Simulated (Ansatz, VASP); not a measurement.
# One calculation of LiF (Griceite), two programs

```
F Li
1.0
     0.00000    2.02734    2.02734
     2.02734    0.00000    2.02734
     2.02734    2.02734    0.00000
F Li
1 1
Direct
  0.50000 0.50000 0.50000
  0.00000 0.00000 0.00000
```

Change from the starting cell: volume scaled by 1.02.

Alike in both runs: task single point; functional PBE; k mesh 11 × 11 × 11; occupations fermi-dirac, width 0.05 eV; no spin polarisation.

|  | VASP | Ansatz |
| --- | --- | --- |
| version | VASP 6.6.1 | Ansatz 0.2.0 |
| potentials or method | VASP PAW PBE potentials, release 64 (F, Li_sv) | Ansatz PAW |
| plane-wave cutoff (eV) | 520 | 420 |
| valence electrons in the cell | 10 | 10 |

|  | VASP | Ansatz | Ansatz less VASP |
| --- | --- | --- | --- |
| gap on the k mesh at the Fermi level (eV) | 8.91 | 8.92 | +0.002 |
| least direct gap on the mesh (eV) | 8.91 | 8.92 | +0.002 |

Caveats: an odd mesh through Γ misses points on the zone boundary, where band edges often lie (VASP); odd divisions of the mesh miss points on the zone boundary, where band edges often lie, so the gap on the mesh can be too wide (Ansatz).
